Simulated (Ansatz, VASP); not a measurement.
Hf in VASP and in Ansatz

INCAR

```
SYSTEM = Hf
PREC = Accurate ; ENCUT = 520
EDIFF = 1E-7 ; ISMEAR = -1
SIGMA = 0.05 ; LREAL = .False.
LASPH = .True. ; NELM = 60
ALGO = Fast ; ISIF = 2
LWAVE = .False. ; LCHARG = .True.
GGA = PE ; LELF = .True.
LVHAR = .True. ; NBANDS = 17
```

Contents of KPOINTS:

```
regular mesh
0
Gamma
  10 10 5
  0 0 0
```

The input POSCAR:

```
Hf
1.0
    3.2178708157      0.0000000000      0.0000000000
   -1.6089354078      2.7867578725      0.0000000000
    0.0000000000      0.0000000000      5.0912963404
Hf
2
Direct
    0.6666666667      0.3333333333      0.7500000000
    0.3333333333      0.6666666667      0.2500000000
```

File input.yaml:

```yaml
crystal:
  lattice:
    - [3.2178708157, 0.0, 0.0]
    - [-1.6089354078, 2.7867578725, 0.0]
    - [0.0, 0.0, 5.0912963404]
  atoms:
    - { symbol: Hf, position: [0.6666666667, 0.3333333333, 0.75] }
    - { symbol: Hf, position: [0.3333333333, 0.6666666667, 0.25] }
kpoints:
  mp_grid: { grid: [10, 10, 5] }
scf:
  occupations: { method: fermi_dirac, width: 0.05 }
hamiltonian:
  xc: pbe
  pseudopotentials: { kind: all_electron, lapw: { basis_error: 0.0005 } }
output:
  forces: true
  stress: true
  eigenvalues: true
```

Change from the starting cell: volume scaled by 1.02.

Alike in both runs: task single point; functional PBE; k mesh 10 × 10 × 5; occupations fermi-dirac, width 0.05 eV; no spin polarisation.

|  | VASP | Ansatz |
| --- | --- | --- |
| version | VASP 6.6.1 | Ansatz 0.2.0 |
| potentials or method | VASP PAW PBE potentials, release 64 (Hf_pv) | all-electron LAPW, scalar-relativistic |
| plane-wave cutoff (eV) | 520 | see its input |

```csv
,VASP,Ansatz,Ansatz less VASP
gap on the k mesh at the Fermi level (eV),none,none,-
pressure (GPa),-1.9,-1.5,+0.45
largest component of the traceless stress (GPa),0.36,0.31,-0.058
```

A gap of «none» marks a metal or a gap that the smearing closes. Ansatz ran all-electron here, so the differences hold the error of VASP's frozen core and of both bases.

Spin-orbit coupling is left out, which matters for the levels of Hf.
